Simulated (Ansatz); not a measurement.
# Cs (C2/m) in Ansatz: reference runs

Reference runs on Cs: the cell as given and a disturbed copy.

Everything below comes from runs of Ansatz 0.2.0. Logs are shortened: lines on timing, memory, paths and dates and some standing lists are left out, and cuts for length are marked.

## (1) The structure

It takes space group C2/m (No. 12, monoclinic). Conventional cell: a = 6.038 Å, b = 8.676 Å, c = 5.110 Å, α = 90.00°, β = 120.26°, γ = 90.00°.

This isn't the form of Cs at room conditions, which is bcc.

## (2) Single point, PBE

Input file input.yaml:

```yaml
crystal:
  lattice:
    - [3.019011, -4.338132, 0.0]
    - [3.019011, 4.338132, 0.0]
    - [-2.574936, 0.0, 4.413887]
  atoms:
    - { symbol: Cs, position: [0.0, 0.0, 0.5] }
hamiltonian:
  xc: pbe
  pseudopotentials: { kind: paw }
kpoints:
  mp_grid: { grid: [6, 6, 6] }
scf:
  occupations: { method: fermi_dirac, width: 0.05 }
output:
  forces: true
  stress: true
  eigenvalues: true
  write_density: true
  write_potential: true
  elf: true
  volumetric_format: npy
```

Potentials or basis: Ansatz PAW.

Launch:

```sh
> ansatz run input.yaml --threads 2 --pin off --max-ram 5120MiB --backend cpu --events-out ev --progress --plain --runs-dir out
```

The program printed:

```text
Warning: RAYON_NUM_THREADS=2 ignored (pool sized by the plan → 2); use --threads N
Engine: ansatz 0.2.0, aarch64-unknown-linux-gnu
Pseudopotentials: kind: paw
Pseudopotential: Cs, paw, valence charge 9, recommended cutoff 420 eV (normal), Cs.paw.azcp
Functional definition: PBE
  parameter kappa = 0.804
  parameter beta = 0.06672455060314922
  exchange = pbe_x(kappa = kappa, mu = beta*pi^2/3)
  correlation = pbe_c(beta = beta)
Crystal: 1 atoms, lattice volume = 115.616 Å³
Basis set: ecut = 420 eV, 2261 PW (Γ), exchange–correlation on 72×72×72 points (8 copies of the dense FFT grid, shifted against one another)
Bands: 9, of which v1, the nominal top of the filled ones, is band 5 counted from 1 (4 counted from 0)
Symmetry: 4 space group operations
Space group: C2/m (ITA 12), of the structure as read, at distance tolerance 4.9e-5 Å
k-points: 68 of 216
Non-local potential: Cs, projectors of the file, l = 0: 3, l = 1: 2, l = 2: 2, l = 3: 2
PAW form: soft (Blöchl's): semilocal exchange-correlation on the pseudo side does not see the compensation charge
PAW one-centre angular grid: Cs, 194 points (default); XC on 64 Gauss nodes
Initial density: superposition of atomic densities (neutral atoms: chi_scale 0, normalization atom), corrected by the library's trained network
Initial wavefunctions: pseudopotential atomic-orbital guess
Functional: x = pbe(κ = 0.804, μ = 0.2195149727645171), c = pbe(β = 0.06672455060314922)
SCF iter   1: F=—  HF=-5670.758541 eV  |F-HF|=—  |Δ(HF+E_count)|=         —  Δρ=3.29e-4  dr2=2.23e-4  ethr=1.77e-3  ⟨swp⟩=6.1  Hψ=5224  notcnv=0
preconditioner: auto → Kerker (q_TF=auto, 1.783 Å⁻¹)  [metal: Δε(μ)=0.005 eV  Ē_g=2.665 eV  σ=0.050 eV  W_gap=0.02  n_scr=12 (ndim 8)  ℏωp=3.5 eV  f_vac=0.000  D(μ)=1.80/eV (n_scr^D=12)]
SCF iter   2: F=—  HF=-5670.758868 eV  |F-HF|=—  |Δ(HF+E_count)|=   3.27e-4  Δρ=2.31e-4  dr2=1.73e-4  ethr=2.48e-6  ⟨swp⟩=2.4  Hψ=1512  notcnv=0
SCF iter   3: F=—  HF=-5670.758918 eV  |F-HF|=—  |Δ(HF+E_count)|=   5.00e-5  Δρ=7.92e-5  dr2=2.26e-5  ethr=1.92e-6  ⟨swp⟩=1.7  Hψ=679  notcnv=0
SCF iter   4: F=—  HF=-5670.758926 eV  |F-HF|=—  |Δ(HF+E_count)|=   8.64e-6  Δρ=2.95e-5  dr2=2.86e-6  ethr=2.51e-7  ⟨swp⟩=2.1  Hψ=839  notcnv=0
SCF iter   5: F=—  HF=-5670.758929 eV  |F-HF|=—  |Δ(HF+E_count)|=   2.95e-6  Δρ=7.48e-6  dr2=1.28e-7  ethr=3.18e-8  ⟨swp⟩=2.6  Hψ=871  notcnv=0
SCF iter   6: F=-5670.758930 eV  HF=-5670.758929 eV  |F-HF|=5.76e-9  |Δ(HF+E_count)|=   1.29e-7  Δρ=2.08e-6  dr2=1.55e-8  ethr=1.11e-9  ⟨swp⟩=9.1  Hψ=3996  notcnv=0
SCF 1 converged in 6 iterations: F = -5670.758930 eV  dr2 = 1.55e-8
SCF converged after 6 iterations
Free energy (F): -5670.758930 eV
Harris-Foulkes:  -5670.758929 eV  (|F-HF|=5.76e-9)
Internal energy: -5670.744964 eV  (E = F + TS)
E sigma→0 (E₀):  -5670.751947 eV
Entropy (-TS):   -0.013965 eV (-13.965 meV/atom)
Fermi energy:    2.212823 eV
--- Per-component energies (eV) ---
  E_band       = -92.407944
  E_kinetic    = 140.747548
  E_local      = -395.270178  (includes V_loc(G=0)·N_el)
  E_nonlocal   = 30.222038
  E_hartree    = 138.620975
  E_xc         = -172.867111
  E_vxc        = -124.529067  (∫ρ·V_xc dr)
  E_paw        = -5066.760336  (= ΣΔE_a)
  E_vpaw       = -20.822081  (= ΣTr[D̂ρ^β])
  E_aug_tail   = -0.000001  (compensation charges beyond the density's cutoff)
  E_ewald      = -345.437898
  E_smearing   = -0.013965  (= −TS)
  E_closure    = 0.000000  (closes the sum)
  Σ components = -5670.758930   (vs F -5670.758930, Δ=0.00e0)
--- Forces (eV/Å), atoms counted from 1 ---
  atom   1  Cs     0.00000000     0.00000000     0.00000000
  max |Σ_I F_I| component: 0.00e0 eV/Å
--- Stress (GPa, compression-positive) ---
        0.042587       0.000000      -0.055690
        0.000000       0.037293       0.000000
       -0.055690       0.000000       0.032079
  P = ⅓ Tr σ = 0.0373 GPa (0.373 kbar)
--- Band table (eV; the first three rows and the last of 68) ---
  k-point 0: bands = ["-21.6554", "-8.4097", "-8.3996", "-8.3896", "0.5355", "4.4536", "4.6074", "4.9042", "5.5308"]
  k-point 1: bands = ["-21.6537", "-8.4351", "-8.4106", "-8.3988", "0.8244", "4.2306", "4.4070", "5.0942", "5.3044"]
  k-point 2: bands = ["-21.6502", "-8.5100", "-8.4264", "-8.3973", "1.5704", "3.5071", "4.0759", "5.4320", "5.6826"]
  k-point 67: bands = ["-21.6427", "-8.5239", "-8.5031", "-8.4707", "2.8316", "2.8985", "5.0886", "5.1368", "5.3879"]
```

Run time: 2.3 s. Hardware: 2 threads of Arm Neoverse V2, shared host; peak memory 0.39 GiB.

Results:

| Property | Result |
| --- | --- |
| Free energy | -5670.7589 eV |
| Pressure | 0.0 GPa |
| Band gap on the k mesh | none (metal or under the smearing width) |

Levels at points of the mesh, in eV from the Fermi level:
```tsv
k point	band 1	band 2	band 3	band 4	band 5	band 6	band 7	band 8
(0.00, 0.00, 0.00)	-23.87	-10.62	-10.61	-10.60	-1.68	2.24	2.39	2.69
(0.00, 0.00, -0.50)	-23.86	-10.76	-10.65	-10.61	0.00	0.79	1.72	3.12
(0.00, -0.50, 0.00)	-23.86	-10.74	-10.64	-10.61	-0.04	0.74	1.59	3.38
(0.00, -0.50, -0.50)	-23.86	-10.76	-10.67	-10.62	0.13	1.04	1.58	3.06
(-0.50, -0.50, 0.00)	-23.86	-10.75	-10.66	-10.61	0.04	0.86	1.67	3.13
(-0.50, -0.50, -0.50)	-23.86	-10.74	-10.72	-10.68	0.62	0.69	2.88	2.92
```

Spin-orbit coupling is left out, which matters for the levels of Cs.

## (3) Single point, PBE (cell strained at random at fixed volume)

Input file input.yaml:

```yaml
crystal:
  lattice:
    - [2.981381, -4.279385, 0.114898]
    - [3.009007, 4.29861, -0.010887]
    - [-2.478589, -0.07219, 4.457908]
  atoms:
    - { symbol: Cs, position: [0.00954, 0.00592, 0.508125] }
hamiltonian:
  xc: pbe
  pseudopotentials: { kind: paw }
kpoints:
  mp_grid: { grid: [6, 6, 6] }
scf:
  occupations: { method: fermi_dirac, width: 0.05 }
output:
  forces: true
  stress: true
  eigenvalues: true
```

Potentials or basis: Ansatz PAW.

Launch:

```sh
> ansatz run input.yaml --threads 2 --pin off --max-ram 5120MiB --backend cpu --events-out ev --progress --plain --runs-dir out
```

The program printed:

```text
Warning: RAYON_NUM_THREADS=2 ignored (pool sized by the plan → 2); use --threads N
Engine: ansatz 0.2.0, aarch64-unknown-linux-gnu
Pseudopotentials: kind: paw
Pseudopotential: Cs, paw, valence charge 9, recommended cutoff 420 eV (normal), Cs.paw.azcp
Functional definition: PBE
  parameter kappa = 0.804
  parameter beta = 0.06672455060314922
  exchange = pbe_x(kappa = kappa, mu = beta*pi^2/3)
  correlation = pbe_c(beta = beta)
Crystal: 1 atoms, lattice volume = 115.616 Å³
Basis set: ecut = 420 eV, 2261 PW (Γ), exchange–correlation on 72×72×72 points (8 copies of the dense FFT grid, shifted against one another)
Bands: 9, of which v1, the nominal top of the filled ones, is band 5 counted from 1 (4 counted from 0)
Symmetry: 2 space group operations
Space group: P-1 (ITA 2), of the structure as read, at distance tolerance 4.9e-5 Å
k-points: 112 of 216
Non-local potential: Cs, projectors of the file, l = 0: 3, l = 1: 2, l = 2: 2, l = 3: 2
PAW form: soft (Blöchl's): semilocal exchange-correlation on the pseudo side does not see the compensation charge
PAW one-centre angular grid: Cs, 194 points (default); XC on 64 Gauss nodes
Initial density: superposition of atomic densities (neutral atoms: chi_scale 0, normalization atom), corrected by the library's trained network
Initial wavefunctions: pseudopotential atomic-orbital guess
Functional: x = pbe(κ = 0.804, μ = 0.2195149727645171), c = pbe(β = 0.06672455060314922)
SCF iter   1: F=—  HF=-5670.756181 eV  |F-HF|=—  |Δ(HF+E_count)|=         —  Δρ=3.71e-4  dr2=3.43e-4  ethr=1.77e-3  ⟨swp⟩=6.1  Hψ=8603  notcnv=0
preconditioner: auto → Kerker (q_TF=auto, 1.783 Å⁻¹)  [metal: Δε(μ)=0.029 eV  Ē_g=2.665 eV  σ=0.050 eV  W_gap=0.15  n_scr=12 (ndim 8)  ℏωp=3.5 eV  f_vac=0.000  D(μ)=1.55/eV (n_scr^D=12)]
SCF iter   2: F=—  HF=-5670.756537 eV  |F-HF|=—  |Δ(HF+E_count)|=   3.56e-4  Δρ=2.69e-4  dr2=2.54e-4  ethr=3.81e-6  ⟨swp⟩=2.2  Hψ=2429  notcnv=0
SCF iter   3: F=—  HF=-5670.756603 eV  |F-HF|=—  |Δ(HF+E_count)|=   6.65e-5  Δρ=9.98e-5  dr2=4.02e-5  ethr=2.82e-6  ⟨swp⟩=1.6  Hψ=1079  notcnv=0
SCF iter   4: F=—  HF=-5670.756614 eV  |F-HF|=—  |Δ(HF+E_count)|=   1.11e-5  Δρ=3.48e-5  dr2=3.50e-6  ethr=4.47e-7  ⟨swp⟩=2.0  Hψ=1306  notcnv=0
SCF iter   5: F=—  HF=-5670.756619 eV  |F-HF|=—  |Δ(HF+E_count)|=   4.23e-6  Δρ=8.71e-6  dr2=1.59e-7  ethr=3.89e-8  ⟨swp⟩=2.4  Hψ=1482  notcnv=0
SCF iter   6: F=-5670.756619 eV  HF=-5670.756619 eV  |F-HF|=1.01e-8  |Δ(HF+E_count)|=   1.98e-7  Δρ=2.27e-6  dr2=1.53e-8  ethr=1.11e-9  ⟨swp⟩=5.6  Hψ=5066  notcnv=0
SCF 1 converged in 6 iterations: F = -5670.756619 eV  dr2 = 1.53e-8
SCF converged after 6 iterations
Free energy (F): -5670.756619 eV
Harris-Foulkes:  -5670.756619 eV  (|F-HF|=1.01e-8)
Internal energy: -5670.744337 eV  (E = F + TS)
E sigma→0 (E₀):  -5670.750478 eV
Entropy (-TS):   -0.012282 eV (-12.282 meV/atom)
Fermi energy:    2.219545 eV
--- Per-component energies (eV) ---
  E_band       = -92.450235
  E_kinetic    = 140.744949
  E_local      = -395.758245  (includes V_loc(G=0)·N_el)
  E_nonlocal   = 30.225218
  E_hartree    = 138.844778
  E_xc         = -172.867478
  E_vxc        = -124.529670  (∫ρ·V_xc dr)
  E_paw        = -5066.761660  (= ΣΔE_a)
  E_vpaw       = -20.823752  (= ΣTr[D̂ρ^β])
  E_aug_tail   = -0.000001  (compensation charges beyond the density's cutoff)
  E_ewald      = -345.171898
  E_smearing   = -0.012282  (= −TS)
  E_closure    = -0.000000  (closes the sum)
  Σ components = -5670.756619   (vs F -5670.756619, Δ=0.00e0)
--- Forces (eV/Å), atoms counted from 1 ---
  atom   1  Cs     0.00000000     0.00000000     0.00000000
  max |Σ_I F_I| component: 0.00e0 eV/Å
--- Stress (GPa, compression-positive) ---
        0.054456      -0.001992      -0.090467
       -0.001992       0.068204       0.007348
       -0.090467       0.007348       0.006092
  P = ⅓ Tr σ = 0.0429 GPa (0.429 kbar)
--- Band table (eV; the first three rows and the last of 112) ---
  k-point 0: bands = ["-21.6606", "-8.4154", "-8.4008", "-8.3942", "0.5367", "4.3532", "4.5305", "5.0171", "5.5304"]
  k-point 1: bands = ["-21.6589", "-8.4404", "-8.4133", "-8.3999", "0.8142", "4.1367", "4.3731", "5.1819", "5.3607"]
  k-point 2: bands = ["-21.6556", "-8.5152", "-8.4244", "-8.3981", "1.5339", "3.4512", "4.0997", "5.4586", "5.7498"]
  k-point 111: bands = ["-21.6473", "-8.5302", "-8.5176", "-8.4684", "2.8143", "2.9270", "4.9708", "5.2008", "5.4935"]
```

Wall time 2.7 s (2 threads of Arm Neoverse V2, shared host); peak memory 0.42 GiB.

What came out:

```yaml
Free_energy: -5670.7566 eV
Pressure: 0.0 GPa
Band_gap_on_the_k_mesh: none (metal or under the smearing width)
```
